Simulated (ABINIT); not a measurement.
The system is ZrN.

```
CELL_PARAMETERS angstrom
0.00000 2.30000 2.30000
2.30000 0.00000 2.30000
2.30000 2.30000 0.00000
ATOMIC_POSITIONS crystal
Zr 0.50000 0.50000 0.50000
N 0.00000 0.00000 0.00000
```

Base run:

| Quantity | Value |
| --- | --- |
| Program | ABINIT 10.8.3 (patched build) |
| Functional | HCTH407 |
| Potentials or basis | JTH PAW PBE v2.0 |
| Cutoff | 707 eV |
| k mesh | 10 × 10 × 10 |
| Occupations | fermi-dirac, width 0.05 eV |
| Spin | spin-orbit coupling, no magnetisation |

Its results: band gap on the k mesh none (metal or under the smearing width); pressure -4.3 GPa.

The run is repeated on the same cell with these changes: functional from HCTH407 to BP86; spin from spin-orbit coupling, no magnetisation to no spin polarisation. What comes out?

Band gap on the k mesh none (metal or under the smearing width); pressure -0.2 GPa.

Several settings changed at once, so the effect can't be laid on one alone.

Caveats: the PAW data sets were made with another functional, which shifts forces and pressure a little.
